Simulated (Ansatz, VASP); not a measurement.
# Be in VASP and in Ansatz

The input INCAR:

```
SYSTEM = Be
ALGO = Normal ; EDIFF = 1E-7
ENCUT = 520 ; GGA = CA
ISIF = 2 ; ISMEAR = -1
LASPH = .True. ; LCHARG = .True.
LELF = .True. ; LREAL = .False.
LVHAR = .True. ; LWAVE = .False.
NBANDS = 9 ; NELM = 100
PREC = Accurate ; SIGMA = 0.1
```

The input KPOINTS:

```
k-points
0
Gamma
  26 26 15
  0 0 0
```

POSCAR

```
Be
1.0
    2.2295160349      0.0000000000      0.0000000000
   -1.1147580175      1.9308175243      0.0000000000
    0.0000000000      0.0000000000      3.5083258361
Be
2
Direct
    0.3333333333      0.6666666667      0.2500000000
    0.6666666667      0.3333333333      0.7500000000
```

Input for Ansatz:

```yaml
crystal:
  lattice:
    - [2.2295160349, 0.0, 0.0]
    - [-1.1147580175, 1.9308175243, 0.0]
    - [0.0, 0.0, 3.5083258361]
  atoms:
    - { symbol: Be, position: [0.3333333333, 0.6666666667, 0.25] }
    - { symbol: Be, position: [0.6666666667, 0.3333333333, 0.75] }
hamiltonian:
  xc: lda
  pseudopotentials:
    kind: paw
    azcp:
      Be: "pseudopotentials/Be.paw.azcp"
basis:
  ecutwfc: 420
  fft_grid_basis: typed
kpoints:
  mp_grid: { grid: [26, 26, 15], shift: [0, 0, 0] }
magnetization:
  spin_polarized: false
scf:
  occupations: { method: fermi_dirac, width: 0.1 }
  lower_state_search: "off"
output:
  stress: true
  write_density: true
  write_potential: true
  elf: true
  volumetric_format: npy
```

Alike in both runs: task single point; functional LDA; k mesh 26 × 26 × 15; occupations fermi-dirac, width 0.1 eV; no spin polarisation.

|  | VASP | Ansatz |
| --- | --- | --- |
| version | VASP 6.6.1 | Ansatz 0.2.0 |
| potentials or method | VASP PAW LDA potentials, release 64 (Be) | plane waves (420 eV) with PAW, scalar-relativistic |
| plane-wave cutoff (eV) | 520 | 420 |
| valence electrons in the cell | 4 | 4 |

Ansatz gave:

| Item | Value |
| --- | --- |
| pressure (GPa) | 0.0 |
| largest component of the traceless stress (GPa) | 0.82 |

Problem. Estimate VASP's values.

Solution. Pressure (GPa): 0.4; largest component of the traceless stress (GPa): 0.82.

Ansatz warned: «pseudo_functional_mismatch».
